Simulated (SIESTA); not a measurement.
Crystal: SiGe.

```
Ge Si
1.0
     3.90445    0.00000    0.00000
    -1.95223    3.38135    0.00000
     0.00000    0.00000    6.45078
Ge Si
2 2
Direct
  0.33333 0.66667 0.00039
  0.66667 0.33333 0.50039
  0.33333 0.66667 0.37461
  0.66667 0.33333 0.87461
```

The cell comes from a database or a generator and needn't be the stable form of this composition.

Base run:

```yaml
Program: SIESTA 5.4.2
Functional: LDA
Potentials_or_basis: PseudoDojo 0.4 standard (LDA files)
Basis: DZP (energy shift 0.003 Ry; two zetas on semicore shells)
Grid_cutoff: 800 Ry
Energy_shift: 0.003 Ry
k_mesh: 8 × 8 × 4
Occupations: fermi-dirac, width 0.05 eV
Spin: no spin polarisation
```

Its results: band gap on the k mesh 0.40 eV, direct; pressure -1.2 GPa; largest force 0.010 eV/Å.

Problem. The run is repeated on the same cell with these changes: functional from LDA to PBEsol; potentials or basis from PseudoDojo 0.4 standard (LDA files) to PseudoDojo 0.4 standard (PBEsol files). What comes out?

Solution. Band gap on the k mesh 0.44 eV, direct; pressure 0.8 GPa; largest force 0.021 eV/Å.

Caveats: the basis of atomic orbitals isn't converged, which shifts pressures, moduli and gaps.

Not every run made on this cell is shown here.
